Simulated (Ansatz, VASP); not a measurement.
## Mo: VASP beside Ansatz

File INCAR:

```
SYSTEM = Mo
ALGO = Normal
EDIFF = 1E-6
ENCUT = 520
GGA = PS
ISIF = 2
ISMEAR = 0
LASPH = .TRUE.
LCHARG = .FALSE.
LREAL = .FALSE.
LWAVE = .FALSE.
NBANDS = 13
NELM = 100
PREC = Accurate
SIGMA = 0.15
```

File KPOINTS:

```
k-points
0
G
  18 18 18
  0 0 0
```

The input POSCAR:

```
Mo
1.0
    2.4619593575      0.0000000000      0.0000000000
   -1.2309796787      2.1321193467      0.0000000000
    0.0000000000      0.0000000000      2.5551807000
Mo
1
Direct
    0.0000000000      0.0000000000      0.5000000000
```

Input for Ansatz:

```yaml
crystal:
  lattice:
    - [2.4619593575, 0.0, 0.0]
    - [-1.2309796787, 2.1321193467, 0.0]
    - [0.0, 0.0, 2.5551807]
  atoms:
    - { symbol: Mo, position: [0.0, 0.0, 0.5] }
basis:
  ecutwfc: 420
kpoints:
  mp_grid: { grid: [18, 18, 18] }
hamiltonian:
  xc: pbesol
scf:
  occupations: { method: gaussian, width: 0.15 }
output:
  forces: true
  stress: true
  eigenvalues: true
```

Change from the starting cell: strain -0.1000 x Voigt [1, 1, 0, 0, 0, 0], atoms carried along.

Alike in both runs: task single point; functional PBEsol; k mesh 18 × 18 × 18; occupations gaussian, width 0.15 eV; no spin polarisation.

|  | VASP | Ansatz |
| --- | --- | --- |
| version | VASP 6.6.1 | Ansatz 0.2.0 |
| potentials or method | VASP PAW PBE potentials, release 64 (Mo_sv) | scalar-relativistic, plane waves, PAW |
| plane-wave cutoff (eV) | 520 | 420 |
| valence electrons in the cell | 14 | 14 |

VASP gave:

```
gap on the k mesh at the Fermi level (eV)       : none
pressure (GPa)                                  : 70.9
largest component of the traceless stress (GPa) : 41.53
```

Question: What did Ansatz give for the same quantities?

Answer: gap on the k mesh at the Fermi level (eV): none; pressure (GPa): 69.4; largest component of the traceless stress (GPa): 40.97.

A gap of «none» marks a metal or a gap that the smearing closes. The functional is the same, so the differences come from potentials, cutoffs and numerics.

Caveats: the cell as given lies far from equilibrium; so large a pressure means that the cell lies far from this level's equilibrium, or that cutoff or potentials fall short (VASP); the potentials were made for another functional, which shifts forces and pressure (VASP).
